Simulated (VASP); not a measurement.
Runs of VASP 6.6.1 on CdSe. All rows change the cell; the cell of one of them follows. The structure is cubic, space group F-43m (No. 216). The conventional cell has a = 6.015 Å, b = 6.015 Å, c = 6.015 Å, α = 90.00°, β = 90.00°, γ = 90.00°. Around Cd (site symmetry -43m) lie 4 Se at 2.60 Å. Se (site symmetry -43m) is surrounded by 4 Cd at 2.60 Å. Measurements of this composition are mostly on another form, of space group No. 186.

```tsv
cell	gap on the mesh (eV)	pressure (GPa)
volume scaled by 0.94	0.68	5.3
volume scaled by 0.98	0.59	(c)
volume scaled by 1.02	(b)	(a)
volume scaled by 1.06	0.43	-1.1
```

Alike in all rows: task single point; level PBE; potentials or basis VASP PAW PBE potentials, release 64 (Cd, Se); no spin polarisation; k mesh 8 × 8 × 8; cutoff (eV) 520; smearing fermi-dirac 0.05 eV.

**Question.** Fill in the values left out.

**Answer.** (a) 0.6; (b) 0.51; (c) 2.7.

A k mesh can miss the band edges, and the runs leave out spin-orbit coupling on Cd, Se.
